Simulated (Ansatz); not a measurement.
# Ba (Cmcm) in Ansatz: convergence with scf convergence dr2 threshold

Aim: find how far scf convergence dr2 threshold must go before the results for Ba settle, at PBE. This setting moves, with any that are tied to it; all else stays.

All numbers are computed with Ansatz 0.2.0; they aren't measurements. Logs are shortened: lines on timing, memory, paths and dates and some standing lists are left out, and cuts for length are marked.

**1. Starting point**

Symmetry: Cmcm, No. 63, orthorhombic system. The conventional cell has a = 7.184 Å, b = 5.034 Å, c = 7.190 Å, α = 90.00°, β = 90.00°, γ = 90.00°. Around Ba (site symmetry m2m) lie 8 Ba at 4.37 to 4.41 Å.

**2. With scf convergence dr2 threshold 0.01**

Contents of input.yaml:

```yaml
crystal:
  lattice:
    - [3.59177373, -2.51690423, 0.0]
    - [3.59177373, 2.51690423, 0.0]
    - [0.0, 0.0, 7.19004518]
  atoms:
    - { symbol: Ba, position: [0.25322603, 0.74677397, 0.75] }
    - { symbol: Ba, position: [0.74677397, 0.25322603, 0.25] }
hamiltonian:
  xc: pbe
  pseudopotentials: { kind: paw, source: jth }
kpoints:
  mp_grid: { grid: [6, 6, 3] }
scf:
  occupations: { method: fermi_dirac, width: 0.1 }
  convergence: { dr2_threshold: 0.01 }
output:
  forces: true
  stress: true
  eigenvalues: true
```

Potentials or basis: JTH PAW.

Launch:

```
$ ansatz run input.yaml --threads 2 --pin off --max-ram 5632MiB --backend cpu --events-out ev --progress --plain --runs-dir out
```

It took 2 s on 2 threads of Arm Neoverse V2, shared host; peak memory 0.42 GiB.

What came out:

```
Free energy            : -11868.9387 eV
Pressure               : -0.2 GPa
Largest force          : 0.021 eV/Å
Band gap on the k mesh : none (metal or under the smearing width)
```

**3. With scf convergence dr2 threshold 0.001**

input.yaml, as its differences from that of step 2:

```diff
@@ -15,3 +15,3 @@
   occupations: { method: fermi_dirac, width: 0.1 }
-  convergence: { dr2_threshold: 0.01 }
+  convergence: { dr2_threshold: 0.001 }
 output:
```

Potentials or basis: JTH PAW.

Launch:

```
$ ansatz run input.yaml --threads 2 --pin off --max-ram 5632MiB --backend cpu --events-out ev --progress --plain --runs-dir out
```

Wall time 2 s (2 threads of Arm Neoverse V2, shared host); peak memory 0.42 GiB.

Results:

* Free energy: -11868.9387 eV
* Pressure: -0.2 GPa
* Largest force: 0.021 eV/Å
* Band gap on the k mesh: none (metal or under the smearing width)

**4. With scf convergence dr2 threshold 0.0001**

input.yaml, as its differences from that of step 3:

```diff
@@ -15,3 +15,3 @@
   occupations: { method: fermi_dirac, width: 0.1 }
-  convergence: { dr2_threshold: 0.001 }
+  convergence: { dr2_threshold: 0.0001 }
 output:
```

Launch:

```
$ ansatz run input.yaml --threads 2 --pin off --max-ram 5632MiB --backend cpu --events-out ev --progress --plain --runs-dir out
```

Run time: 2 s. Hardware: 2 threads of Arm Neoverse V2, shared host; peak memory 0.42 GiB.

What came out:

```yaml
Free_energy: -11868.9387 eV
Pressure: -0.2 GPa
Largest_force: 0.021 eV/Å
Band_gap_on_the_k_mesh: none (metal or under the smearing width)
```

**5. With scf convergence dr2 threshold 1e-05**

input.yaml, as its differences from that of step 4:

```diff
@@ -15,3 +15,3 @@
   occupations: { method: fermi_dirac, width: 0.1 }
-  convergence: { dr2_threshold: 0.0001 }
+  convergence: { dr2_threshold: 1.0e-05 }
 output:
```

Launch:

```
$ ansatz run input.yaml --threads 2 --pin off --max-ram 5632MiB --backend cpu --events-out ev --progress --plain --runs-dir out
```

Wall time 2.1 s (2 threads of Arm Neoverse V2, shared host); peak memory 0.42 GiB.

What came out:

```
Free energy            : -11868.9387 eV
Pressure               : -0.2 GPa
Largest force          : 0.021 eV/Å
Band gap on the k mesh : none (metal or under the smearing width)
```

**6. With scf convergence dr2 threshold 1e-06**

input.yaml, as its differences from that of step 5:

```diff
@@ -15,3 +15,3 @@
   occupations: { method: fermi_dirac, width: 0.1 }
-  convergence: { dr2_threshold: 1.0e-05 }
+  convergence: { dr2_threshold: 1.0e-06 }
 output:
```

Potentials or basis: JTH PAW.

Launch:

```
$ ansatz run input.yaml --threads 2 --pin off --max-ram 5632MiB --backend cpu --events-out ev --progress --plain --runs-dir out
```

It took 2.1 s on 2 threads of Arm Neoverse V2, shared host; peak memory 0.42 GiB.

Results (log left out):

```
Free energy            : -11868.9387 eV
Pressure               : -0.2 GPa
Largest force          : 0.021 eV/Å
Band gap on the k mesh : none (metal or under the smearing width)
```

**7. With scf convergence dr2 threshold 1e-07**

input.yaml, as its differences from that of step 6:

```diff
@@ -15,3 +15,3 @@
   occupations: { method: fermi_dirac, width: 0.1 }
-  convergence: { dr2_threshold: 1.0e-06 }
+  convergence: { dr2_threshold: 1.0e-07 }
 output:
```

Launch:

```
$ ansatz run input.yaml --threads 2 --pin off --max-ram 5632MiB --backend cpu --events-out ev --progress --plain --runs-dir out
```

Run time: 2 s. Hardware: 2 threads of Arm Neoverse V2, shared host; peak memory 0.42 GiB.

Results (log left out):

```yaml
Free_energy: -11868.9387 eV
Pressure: -0.2 GPa
Largest_force: 0.021 eV/Å
Band_gap_on_the_k_mesh: none (metal or under the smearing width)
```

**8. With scf convergence dr2 threshold 1e-09**

input.yaml, as its differences from that of step 7:

```diff
@@ -15,3 +15,3 @@
   occupations: { method: fermi_dirac, width: 0.1 }
-  convergence: { dr2_threshold: 1.0e-07 }
+  convergence: { dr2_threshold: 1.0e-09 }
 output:
```

Launch:

```
$ ansatz run input.yaml --threads 2 --pin off --max-ram 5632MiB --backend cpu --events-out ev --progress --plain --runs-dir out
```

Wall time 2.1 s (2 threads of Arm Neoverse V2, shared host); peak memory 0.42 GiB.

The run converged. Its results:

```
Free energy            : -11868.9387 eV
Pressure               : -0.2 GPa
Largest force          : 0.021 eV/Å
Band gap on the k mesh : none (metal or under the smearing width)
```

**9. With scf convergence dr2 threshold 1e-11**

input.yaml, as its differences from that of step 8:

```diff
@@ -15,3 +15,3 @@
   occupations: { method: fermi_dirac, width: 0.1 }
-  convergence: { dr2_threshold: 1.0e-09 }
+  convergence: { dr2_threshold: 1.0e-11 }
 output:
```

Potentials or basis: JTH PAW.

Launch:

```
$ ansatz run input.yaml --threads 2 --pin off --max-ram 5632MiB --backend cpu --events-out ev --progress --plain --runs-dir out
```

Log:

```text
Warning: the checks of this Ba dataset prove no rule for summing its radial tables, as where they were carried onto another mesh than they were made on, and Gregory's rule is taken, under which a leading mesh point left out moves its sums only by what lay on the interval it spanned. That does not make them correct, and they differ from Quantum ESPRESSO's on this file; a re-export a fraction of a mesh step off can move them. hamiltonian.pseudopotentials.radial_quadrature: simpson_from_first_knot sums it by `pw.x`'s rule; on a PAW file no value gives `pw.x`'s numbers. What more to know: hamiltonian.pseudopotentials.radial_quadrature, in the input reference
Warning: RAYON_NUM_THREADS=2 ignored (pool sized by the plan → 2); use --threads N
Engine: ansatz 0.2.0, aarch64-unknown-linux-gnu
Pseudopotentials: kind: paw
Pseudopotential: Ba, paw, valence charge 10, recommended cutoff 660 eV (normal), Ba.paw.azcp
Functional definition: PBE
  parameter kappa = 0.804
  parameter beta = 0.06672455060314922
  exchange = pbe_x(kappa = kappa, mu = beta*pi^2/3)
  correlation = pbe_c(beta = beta)
Crystal: 2 atoms, lattice volume = 129.998 Å³
Basis set: ecut = 660 eV, 4999 PW (Γ), exchange–correlation on 80×80×128 points (8 copies of the dense FFT grid, shifted against one another)
Bands: 14, of which v1, the nominal top of the filled ones, is band 10 counted from 1 (9 counted from 0)
Symmetry: 8 space group operations
Space group: Cmcm (ITA 63), of the structure as read, at distance tolerance 5.1e-5 Å
k-points: 26 of 108
Non-local potential: Ba, projectors of the file, l = 0: 2, l = 1: 2, l = 2: 2
PAW form: soft (Blöchl's): semilocal exchange-correlation on the pseudo side does not see the compensation charge
PAW one-centre angular grid: Ba, 590 points (default); XC on 64 Gauss nodes
Initial density: superposition of atomic densities (chi_scale 0.1, normalization cell)
Initial wavefunctions: pseudopotential atomic-orbital guess
Functional: x = pbe(κ = 0.804, μ = 0.2195149727645171), c = pbe(β = 0.06672455060314922)
SCF iter   1: F=—  HF=-11869.118318 eV  |F-HF|=—  |Δ(HF+E_count)|=         —  Δρ=2.82e-2  dr2=3.34e-1  ethr=3.10e-3  ⟨swp⟩=7.6  Hψ=2661  notcnv=0
preconditioner: auto → Kerker (q_TF=auto, 1.997 Å⁻¹)  [metal: Δε(μ)=0.039 eV  Ē_g=1.656 eV  σ=0.100 eV  W_gap=0.10  n_scr=22 (ndim 8)  ℏωp=6.5 eV  f_vac=0.001  D(μ)=2.70/eV (n_scr^D=18)]
SCF iter   2: F=—  HF=-11868.989773 eV  |F-HF|=—  |Δ(HF+E_count)|=   1.29e-1  Δρ=1.45e-2  dr2=1.01e-1  ethr=1.67e-3  ⟨swp⟩=1.0  Hψ=572  notcnv=0
SCF iter   3: F=—  HF=-11868.938150 eV  |F-HF|=—  |Δ(HF+E_count)|=   5.16e-2  Δρ=8.49e-4  dr2=1.25e-3  ethr=5.03e-4  ⟨swp⟩=2.5  Hψ=746  notcnv=0
SCF iter   4: F=—  HF=-11868.938592 eV  |F-HF|=—  |Δ(HF+E_count)|=   4.42e-4  Δρ=3.25e-4  dr2=2.55e-4  ethr=6.24e-6  ⟨swp⟩=2.1  Hψ=636  notcnv=0
SCF iter   5: F=—  HF=-11868.938621 eV  |F-HF|=—  |Δ(HF+E_count)|=   2.94e-5  Δρ=1.10e-4  dr2=2.59e-5  ethr=1.27e-6  ⟨swp⟩=2.8  Hψ=566  notcnv=0
SCF iter   6: F=—  HF=-11868.938666 eV  |F-HF|=—  |Δ(HF+E_count)|=   4.49e-5  Δρ=2.32e-5  dr2=4.32e-7  ethr=1.29e-7  ⟨swp⟩=2.3  Hψ=595  notcnv=0
SCF iter   7: F=—  HF=-11868.938719 eV  |F-HF|=—  |Δ(HF+E_count)|=   5.26e-5  Δρ=3.48e-6  dr2=1.29e-8  ethr=2.16e-9  ⟨swp⟩=2.5  Hψ=673  notcnv=0
SCF iter   8: F=—  HF=-11868.938719 eV  |F-HF|=—  |Δ(HF+E_count)|=   4.36e-8  Δρ=6.32e-7  dr2=7.09e-10  ethr=6.46e-11  ⟨swp⟩=2.5  Hψ=726  notcnv=0
SCF iter   9: F=—  HF=-11868.938719 eV  |F-HF|=—  |Δ(HF+E_count)|=  9.09e-12  Δρ=1.22e-7  dr2=2.62e-11  ethr=3.55e-12  ⟨swp⟩=2.4  Hψ=627  notcnv=0
SCF iter  10: F=-11868.938719 eV  HF=-11868.938719 eV  |F-HF|=7.28e-12  |Δ(HF+E_count)|=  1.46e-11  Δρ=3.26e-8  dr2=9.27e-13  ethr=1.00e-12  ⟨swp⟩=7.1  Hψ=1820  notcnv=0
SCF 1 converged in 10 iterations: F = -11868.938719 eV  dr2 = 9.27e-13
SCF converged after 10 iterations
Free energy (F): -11868.938719 eV
Harris-Foulkes:  -11868.938719 eV  (|F-HF|=7.28e-12)
Internal energy: -11868.849525 eV  (E = F + TS)
E sigma→0 (E₀):  -11868.894122 eV
Entropy (-TS):   -0.089194 eV (-44.597 meV/atom)
Fermi energy:    5.694257 eV
--- Per-component energies (eV) ---
  E_band       = -174.225311
  E_kinetic    = 488.025771
  E_local      = -623.008347  (includes V_loc(G=0)·N_el)
  E_nonlocal   = -190.412677
  E_hartree    = 237.406045
  E_xc         = -518.360158
  E_vxc        = -442.210863  (∫ρ·V_xc dr)
  E_paw        = -10228.045240  (= ΣΔE_a)
  E_vpaw       = 118.568780  (= ΣTr[D̂ρ^β])
  E_aug_tail   = -0.000058  (compensation charges beyond the density's cutoff)
  E_ewald      = -1034.454861
  E_smearing   = -0.089194  (= −TS)
  E_closure    = 0.000000  (closes the sum)
  Σ components = -11868.938719   (vs F -11868.938719, Δ=0.00e0)
--- Forces (eV/Å), atoms counted from 1 ---
  atom   1  Ba     0.00000000     0.02099505     0.00000000
  atom   2  Ba     0.00000000    -0.02099505     0.00000000
  max |Σ_I F_I| component: 3.47e-18 eV/Å
--- Stress (GPa, compression-positive) ---
       -0.165215       0.000000       0.000000
        0.000000      -0.090547       0.000000
        0.000000       0.000000      -0.196300
  P = ⅓ Tr σ = -0.1507 GPa (-1.507 kbar)
--- Band table (eV; the first three rows and the last of 26) ---
  k-point 0: bands = ["-23.2712", "-23.2339", "-8.6508", "-8.3659", "-8.2378", "-8.2373", "-8.2362", "-8.2345", "2.9393", "4.7962", "6.4063", "6.7900", "7.4311", "7.4843"]
  k-point 1: bands = ["-23.2620", "-23.2433", "-8.5524", "-8.3467", "-8.3323", "-8.2680", "-8.2377", "-8.2374", "3.4120", "4.4115", "6.5843", "6.6181", "7.1399", "7.1439"]
  k-point 2: bands = ["-23.2640", "-23.2317", "-8.6152", "-8.4062", "-8.3208", "-8.2707", "-8.2552", "-8.2437", "3.3057", "5.1638", "6.3599", "6.5142", "7.1976", "7.2473"]
  k-point 25: bands = ["-23.2267", "-23.2126", "-8.6229", "-8.5612", "-8.4815", "-8.4576", "-8.4053", "-8.3119", "5.2038", "5.4059", "5.4706", "6.2420", "6.8944", "7.7289"]
```

Run time: 2.4 s. Hardware: 2 threads of Arm Neoverse V2, shared host; peak memory 0.42 GiB.

What came out:

* Free energy: -11868.9387 eV
* Pressure: -0.2 GPa
* Largest force: 0.021 eV/Å
* Band gap on the k mesh: none (metal or under the smearing width)

**10. Result**

| scf convergence dr2 threshold | energy less the tightest run, at zero smearing (meV/atom) | SCF cycles | CPU time (s) | peak memory (GiB) |
| --- | --- | --- | --- | --- |
| 0.01 | 0.02 | 4 | 3.9 | 0.42 |
| 0.001 | 0.02 | 4 | 3.9 | 0.42 |
| 0.0001 | 0.00 | 5 | 3.9 | 0.42 |
| 1e-05 | 0.00 | 6 | 4 | 0.42 |
| 1e-06 | 0.00 | 6 | 4 | 0.42 |
| 1e-07 | 0.00 | 7 | 3.8 | 0.42 |
| 1e-09 | 0.00 | 8 | 4 | 0.42 |
| 1e-11 | 0.00 | 10 | 4.5 | 0.42 |

Against the tightest run, the energy stays within 1 meV/atom from 0.01 on. The tightest run that finished is the yardstick and may itself not be fully converged.

Caveats: this barium file gives pressures and gaps apart from those of other sets.
